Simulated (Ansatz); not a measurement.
Runs of Ansatz 0.2.0 on Al2O3. Symmetry: Pnnm, No. 58, orthorhombic system. Conventional cell: a = 4.614 Å, b = 9.563 Å, c = 3.120 Å, α = 90.00°, β = 90.00°, γ = 90.00°. Around Al (site symmetry m) lie 4 O at 1.68 to 1.82 Å. O (site symmetry 2/m) is surrounded by 2 Al at 1.68 Å. Around O (site symmetry m) lie 3 Al at 1.82 Å. Measurements of this composition are mostly on another form, of space group No. 167.

```csv
task,level,cell,k mesh,smearing,points for each segment of the path,target pressure (GPa),gap on the mesh (eV),pressure (GPa),largest force (eV/Å)
single point,PBE,as given,6 × 3 × 9,gaussian 0.011 eV,-,-,3.52,0.0,0.19
single point,PBE,as given,6 × 3 × 9,gaussian 0.012 eV,-,-,3.52,0.0,0.19
band structure,PBE,as given,6 × 3 × 9,fermi-dirac 0.05 eV,10,-,3.52,0.0,0.19
relaxation of cell and atoms,BLYP,relaxed,6 × 3 × 9,fermi-dirac 0.05 eV,-,-,(a),0.0,-
relaxation of cell and atoms,LDA,relaxed to 30 GPa,5 × 3 × 7,fermi-dirac 0.05 eV,-,30,4.82,30.0,-
```

Alike in all rows: potentials or basis Ansatz PAW; no spin polarisation; cutoff (eV) 420.

Problem. Estimate the missing entries.

Solution. (a) 3.48.

Caveats: odd divisions of the mesh miss points on the zone boundary, where band edges often lie, so the gap on the mesh can be too wide (some runs); the plane-wave basis is chosen anew once the cell has moved, so the energies of steps on either side of that aren't comparable (some runs); the PAW data sets come from PBE, with cores solved anew for the run's functional, which leaves a small shift of forces and pressure (some runs).

A k mesh can miss the band edges.
